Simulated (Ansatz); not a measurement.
ZnO (zincite):

```
Zn O
1.0
     3.24931    0.00000    0.00000
    -1.62465    2.81398    0.00000
     0.00000    0.00000    5.20571
Zn O
2 2
Direct
  0.66667 0.33333 0.00000
  0.33333 0.66667 0.50000
  0.33333 0.66667 0.87901
  0.66667 0.33333 0.37901
```

* Program: Ansatz 0.2.0
* Task: single point
* Functional: PBE
* Potentials or basis: Ansatz PAW
* Cutoff: 420 eV (not typed: the program's choice for these potentials)
* k mesh: 9 × 9 × 5
* Occupations: fermi-dirac, width 0.05 eV
* Spin: no spin polarisation

On this cell: pressure 4.9 GPa; largest force 0.070 eV/Å; band gap on the k mesh 0.80 eV, direct.

The same run follows on a disturbed copy (atoms moved at random, drawn with an rms of 0.05 Å):

```
Zn O
1.0
     3.24931    0.00000    0.00000
    -1.62465    2.81398    0.00000
     0.00000    0.00000    5.20571
Zn O
2 2
Cartesian
  1.6211 0.9605 -0.0398
  -0.0210 1.8336 2.6766
  -0.0214 1.9038 4.6220
  1.6670 0.9430 2.0035
```

Problem. What does the disturbed cell give?

Solution. The energy moves by +18.7 meV/atom; pressure 5.4 GPa; largest force 1.001 eV/Å; band gap on the k mesh 0.77 eV, direct.

Forces on the atoms (eV/Å):
```
Zn  -0.146  0.016  0.869
Zn   0.502  0.343 -0.795
O    0.208 -0.045  0.054
O   -0.564 -0.314 -0.128
```

Stress tensor (GPa, compression positive):
```
6.32 2.22 0.82
2.22 4.68 0.88
0.82 0.88 5.21
```

Caveats: odd divisions of the mesh miss points on the zone boundary, where band edges often lie, so the gap on the mesh can be too wide.

